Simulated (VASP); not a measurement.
# Ru (P6_3/mmc) in VASP: a series of runs, part 2 of 2

VASP 6.6.1.

### Step 4. Single point, PBEsol (grid = ENCUT=650 dk=0.35 cell=2x2x2 ISMEAR=1 SIGMA=0.1 LREAL=Auto EDIFF=1e-06)

Input file INCAR:

```
  ALGO = Fast
  EDIFF = 1E-6
  ENCUT = 650
  GGA = PS
  ISIF = 2
  ISMEAR = 1
  LASPH = T
  LCHARG = F
  LREAL = Auto
  LWAVE = F
  NBANDS = 128
  NELM = 120
  PREC = Accurate
  SIGMA = 0.1
```

Input file KPOINTS:

```
k-points
0
Gamma
  4 4 3
```

Input file POSCAR:

```
Ru
1.0
    5.4116000000      0.0000000000      0.0000000000
   -2.7058000000      4.6865830752      0.0000000000
    0.0000000000      0.0000000000      8.5638000000
Ru
16
Direct
    0.3333333334      0.1666666666      0.3750000000
    0.3333333334      0.1666666666      0.8750000000
    0.3333333334      0.6666666666      0.3750000000
    0.3333333334      0.6666666666      0.8750000000
    0.8333333333      0.1666666666      0.3750000000
    0.8333333333      0.1666666666      0.8750000000
    0.8333333333      0.6666666666      0.3750000000
    0.8333333333      0.6666666666      0.8750000000
    0.1666666666      0.3333333334      0.1250000000
    0.1666666666      0.3333333334      0.6250000000
    0.1666666666      0.8333333333      0.1250000000
    0.1666666666      0.8333333333      0.6250000000
    0.6666666666      0.3333333334      0.1250000000
    0.6666666666      0.3333333334      0.6250000000
    0.6666666666      0.8333333333      0.1250000000
    0.6666666666      0.8333333333      0.6250000000
```

Potentials or basis: VASP PAW PBE potentials, release 64 (Ru_pv).

Started as:

```bash
$ cat potpaw_PBE.64/Ru_pv/POTCAR > POTCAR
$ mpirun -np 1 vasp_std > vasp.out
```

OUTCAR:

```text
EDIFF = 1E-6
   ENCUT = 650
   GGA = PS
   ISIF = 2
   ISMEAR = 1
   LASPH = T
   LREAL = Auto
   NELM = 120
   PREC = Accurate

 Found      8 irreducible k-points:

 Following reciprocal coordinates:
            Coordinates               Weight
  0.000000  0.000000  0.000000      1.000000
  0.250000  0.000000  0.000000      6.000000
  0.500000  0.000000  0.000000      3.000000
  0.250000  0.250000  0.000000      6.000000
  0.000000  0.000000  0.333333      2.000000
  0.250000  0.000000  0.333333     12.000000
[... 848 lines left out ...]
  Total       -8.4358771     -8.4358771     -9.9650322      0.0000000     -0.0000000     -0.0000000
  in kB      -62.2289259    -62.2289259    -73.5090422      0.0000000     -0.0000000     -0.0000000
  external PRESSURE =     -65.9889646 kB  Pullay stress =       0.0000000 kB

 VOLUME and BASIS-vectors are now :
 -----------------------------------------------------------------------------
  energy-cutoff  :      650.00
  volume of cell :      217.19
      direct lattice vectors                 reciprocal lattice vectors
     5.411600000  0.000000000  0.000000000     0.184788233  0.106687536  0.000000000
    -2.705800000  4.686583075  0.000000000     0.000000000  0.213375072  0.000000000
     0.000000000  0.000000000  8.563800000     0.000000000  0.000000000  0.116770592

 POSITION                                       TOTAL-FORCE (eV/Angst)
 -----------------------------------------------------------------------------------
      1.35290      0.78110      3.21143         0.000000      0.000000      0.000000
      1.35290      0.78110      7.49333         0.000000     -0.000000     -0.000000
      0.00000      3.12439      3.21143         0.000000     -0.000000      0.000000
      0.00000      3.12439      7.49333         0.000000      0.000000      0.000000
      4.05870      0.78110      3.21143         0.000000      0.000000     -0.000000
      4.05870      0.78110      7.49333         0.000000      0.000000     -0.000000
[... 8 lines left out ...]
      1.35290      3.90549      1.07048        -0.000000      0.000000     -0.000000
      1.35290      3.90549      5.35238        -0.000000      0.000000     -0.000000
 -----------------------------------------------------------------------------------
    total drift:                                0.000001      0.000002      0.000000

  FREE ENERGIE OF THE ION-ELECTRON SYSTEM (eV)
  ---------------------------------------------------
  free  energy   TOTEN  =      -162.7832634729 eV

  energy  without entropy=     -162.7574792464  energy(sigma->0) =     -162.77466873
```

OSZICAR:

```text
N       E                     dE             d eps       ncg     rms          rms(c)
DAV:   1     0.340230588708E+04    0.34023E+04   -0.15089E+05  2080   0.231E+03
DAV:   2     0.378999647961E+01   -0.33985E+04   -0.33297E+04  2096   0.681E+02
DAV:   3    -0.166919321021E+03   -0.17071E+03   -0.16145E+03  2744   0.138E+02
DAV:   4    -0.175487259162E+03   -0.85679E+01   -0.83923E+01  2448   0.235E+01
DAV:   5    -0.175720101868E+03   -0.23284E+00   -0.23105E+00  2528   0.375E+00    0.547E+01
RMM:   6    -0.163267591562E+03    0.12453E+02   -0.35751E+01  2076   0.220E+01    0.139E+01
RMM:   7    -0.162744105895E+03    0.52349E+00   -0.11758E+01  2179   0.859E+00    0.221E+00
RMM:   8    -0.162786518680E+03   -0.42413E-01   -0.14167E+00  2287   0.306E+00    0.196E+00
RMM:   9    -0.162784967391E+03    0.15513E-02   -0.33662E-01  2372   0.126E+00    0.548E-01
RMM:  10    -0.162782135440E+03    0.28320E-02   -0.43986E-02  2327   0.710E-01    0.980E-02
RMM:  11    -0.162783029516E+03   -0.89408E-03   -0.11634E-02  2489   0.215E-01    0.624E-02
RMM:  12    -0.162783207058E+03   -0.17754E-03   -0.20350E-03  2742   0.877E-02    0.151E-02
RMM:  13    -0.162783245219E+03   -0.38161E-04   -0.43377E-04  2637   0.380E-02    0.664E-03
RMM:  14    -0.162783257495E+03   -0.12276E-04   -0.12152E-04  2636   0.172E-02    0.755E-03
RMM:  15    -0.162783261531E+03   -0.40360E-05   -0.25743E-05  1847   0.933E-03    0.170E-03
RMM:  16    -0.162783262512E+03   -0.98057E-06   -0.10144E-05  1553   0.399E-03    0.986E-04
RMM:  17    -0.162783263473E+03   -0.96124E-06   -0.28499E-06  1309   0.191E-03
   1 F= -.16278326E+03 E0= -.16277467E+03  d E =-.257842E-01
```

stdout:

```text
POSCAR found type information on POSCAR Ru
 POSCAR found :  1 types and      16 ions
 scaLAPACK will be used
 -----------------------------------------------------------------------------
|                                                                             |
|                                                                             |
|     You enforced a specific xc type in the INCAR file but a different       |
|     I HOPE YOU KNOW WHAT YOU ARE DOING!                                     |
|                                                                             |
 -----------------------------------------------------------------------------

 LDA part: xc-table for (Slater+PW92), standard interpolation
 POSCAR, INCAR and KPOINTS ok, starting setup
 FFT: planning ... GRIDC
 FFT: planning ... GRID_SOFT
 FFT: planning ... GRID
 WAVECAR not read
 entering main loop
```

Run time: 9.5 min. Hardware: 1 thread of Intel Xeon 6975P-C (Granite Rapids), shared host; peak memory 0.5 GiB.

The run converged, but some of its settings lie outside the range that counts as converged, so its numbers aren't taken as properties of the crystal.

What came out:

```yaml
Free_energy: -162.7833 eV
Pressure: -6.6 GPa
Band_gap_on_the_k_mesh: none (metal or under the smearing width)
```

Caveat: the PAW data sets were made with another functional, which shifts forces and pressure a little.
